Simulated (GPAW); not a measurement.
Crystal: Hf.

```
CELL_PARAMETERS angstrom
3.19670 0.00000 0.00000
-1.59835 2.76842 0.00000
0.00000 0.00000 5.05780
ATOMIC_POSITIONS crystal
Hf 0.66667 0.33333 0.75000
Hf 0.33333 0.66667 0.25000
```

Base run:

* Program: GPAW 26.7.0
* Functional: RPBE
* Potentials or basis: the program's PAW data sets (release 1.2.1) made for this functional
* Cutoff: 600 eV
* Basis: pw
* k mesh: 10 × 10 × 5
* Occupations: fermi-dirac, width 0.05 eV
* Spin: no spin polarisation

Its results: band gap on the k mesh none (metal or under the smearing width); pressure 3.8 GPa.

Problem. The run is repeated on the same cell with these changes: functional from RPBE to LDA. What comes out?

Solution. Band gap on the k mesh none (metal or under the smearing width); pressure -7.5 GPa.

LDA binds more tightly than RPBE, so the same cell stands under less pressure.
